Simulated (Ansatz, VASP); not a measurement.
## One calculation of CsPbCl3, two programs

Contents of INCAR:

```
ALGO = Normal
EDIFF = 1E-6
ENCUT = 520
GGA = PE
ISIF = 2
ISMEAR = -1
LASPH = T
LCHARG = F
LREAL = F
LWAVE = F
NBANDS = 30
NELM = 100
PREC = Accurate
SIGMA = 0.02
```

The input KPOINTS:

```
k-points
0
Gamma
  4 4 4
```

File POSCAR:

```
CsPbCl3
1.0
    5.6770717179      0.0000000000      0.0000000000
    0.0000000000      5.6770717179      0.0000000000
    0.0000000000      0.0000000000      5.6770717179
Cs Pb Cl
1 1 3
Direct
    0.0000000000      0.0000000000      0.0000000000
    0.5000000000      0.5000000000      0.5000000000
    0.5000000000      0.5000000000      0.0000000000
    0.5000000000      0.0000000000      0.5000000000
    0.0000000000      0.5000000000      0.5000000000
```

Input for Ansatz:

```yaml
crystal:
  lattice:
    - [5.6770717179, 0.0, 0.0]
    - [0.0, 5.6770717179, 0.0]
    - [0.0, 0.0, 5.6770717179]
  atoms:
    - { symbol: Cs, position: [0.0, 0.0, 0.0] }
    - { symbol: Pb, position: [0.5, 0.5, 0.5] }
    - { symbol: Cl, position: [0.5, 0.5, 0.0] }
    - { symbol: Cl, position: [0.5, 0.0, 0.5] }
    - { symbol: Cl, position: [0.0, 0.5, 0.5] }
kpoints:
  mp_grid: { grid: [4, 4, 4] }
  band_path:
    path:
      - [[0.0, 0.0, 0.0], [1.29927635324e-50, 0.5, -4.523620349116e-69], [0.5, 0.5, -4.523294261745e-35], [0.0, 0.0, 0.0], [0.5, 0.5, 0.5], [1.29927635324e-50, 0.5, -4.523620349116e-69]]
      - [[0.5, 0.5, 0.5], [0.5, 0.5, -4.523294261745e-35]]
    npoints: 10
hamiltonian:
  xc: pbe
scf:
  occupations: { method: fermi_dirac, width: 0.02 }
  n_extra_bands: 5
output:
  forces: true
  stress: true
  eigenvalues: true
```

The cell was built by a generator and needn't be a form met in nature.

Alike in both runs: task single point; functional PBE; k mesh 4 × 4 × 4; occupations fermi-dirac, width 0.02 eV; no spin polarisation.

|  | VASP | Ansatz |
| --- | --- | --- |
| version | VASP 6.6.1 | Ansatz 0.2.0 |
| potentials or method | VASP PAW PBE potentials, release 64 (Cs_sv, Pb_d, Cl) | plane waves, PAW |
| plane-wave cutoff (eV) | 520 | 420 |
| valence electrons in the cell | 44 | 44 |

```tsv
	VASP	Ansatz	Ansatz less VASP
gap on the k mesh at the Fermi level (eV)	2.10	2.09	-0.009
pressure (GPa)	0.7	0.8	+0.05
```

Caveats: spin-orbit coupling is left out, which as a rule narrows the gap of such compounds by several tenths of an eV. A k mesh can miss the band edges. PBE gaps usually lie below the measured ones, often by a third to a half.
